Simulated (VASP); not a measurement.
A run of VASP 6.6.1 is set up as follows.

Contents of INCAR:

```
AGGAC    = 0.0          
ALGO     = Normal         # electronic algorithm
EDIFF    = 1E-8           # SCF threshold, eV
ENCUT    = 520            # plane-wave cutoff, eV
GGA      = CX             # functional
GGA_COMPAT= F            
ISIF     = 2              # what is computed and relaxed
ISMEAR   = -5             # smearing method
LASPH    = T              # aspherical terms in the spheres
LCHARG   = F              # write CHGCAR
LEFG     = T            
LORBIT   = 11             # projections on sites
LREAL    = F              # projectors in reciprocal space
LSORBIT  = T              # spin-orbit coupling
LUSE_VDW = T            
LWAVE    = F              # write WAVECAR
MAGMOM   = 0 0 0          # initial moments
NELM     = 80             # most SCF steps
PREC     = Accurate       # precision mode
SIGMA    = 0.05           # smearing width, eV
```

The input KPOINTS:

```
k-points
0
Gamma
  6 6 6
```

The input POSCAR:

```
Ba
1.0
   -2.5394840457      2.5394840457      2.5394840457
    2.5394840457     -2.5394840457      2.5394840457
    2.5394840457      2.5394840457     -2.5394840457
Ba
1
Cartesian
    0.0000000000      0.0000000000      0.0000000000
```

Potentials or basis: VASP PAW PBE potentials, release 64 (Ba_sv).

Command:

```bash
$ cat potpaw_PBE.64/Ba_sv/POTCAR > POTCAR
$ mpirun -np 1 vasp_ncl > vasp.out
```

**Question.** Predict the pressure.

**Answer.** -0.8 GPa.

Electric field gradients, principal values (V/Å²):
```csv
atom,Vxx,Vyy,Vzz
1 Ba,0.000,0.000,0.000
```

Caveat: the PAW data sets were made with another functional, which shifts forces and pressure a little.
